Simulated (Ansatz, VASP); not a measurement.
**Mg: 3 runs at one level of theory**

The starting cell:

```
Mg
1.0
     3.20930    0.00000    0.00000
    -1.60465    2.77934    0.00000
     0.00000    0.00000    5.21030
Mg
2
Cartesian
  1.6047 0.9264 3.9077
  0.0000 1.8529 1.3026
```

Alike in all runs: task relaxation of cell and atoms; functional BLYP; dispersion D3(BJ); k mesh 10 × 10 × 5; occupations fermi-dirac, width 0.05 eV; no spin polarisation; no spin-orbit coupling.

```tsv
program and potentials	plane-wave cutoff (eV)	notes	equilibrium volume (Å³/atom)
Ansatz, Ansatz PAW	420	potentials made for PBE, which Ansatz adapts in part; 10 valence electrons an atom on average	20.57
VASP, PBE PAW files Mg, 600 eV	600	potentials made for PBE; 2 valence electrons an atom on average	20.55
Ansatz, all-electron LAPW, scalar-relativistic	-	-	20.59
```

The equilibrium volume spans 20.55 (VASP, PBE PAW files Mg, 600 eV) to 20.59 Å³/atom (Ansatz, all-electron LAPW, scalar-relativistic), with all-electron results at 20.59. Some sets were made for another functional than the one run, which can shift their rows. Relaxations stop with a little pressure left, so the last digit of a volume isn't settled.

The functional is the same throughout but for its coding, so the spread measures potentials, basis and numerics; runs on potential files found faulty are left out.
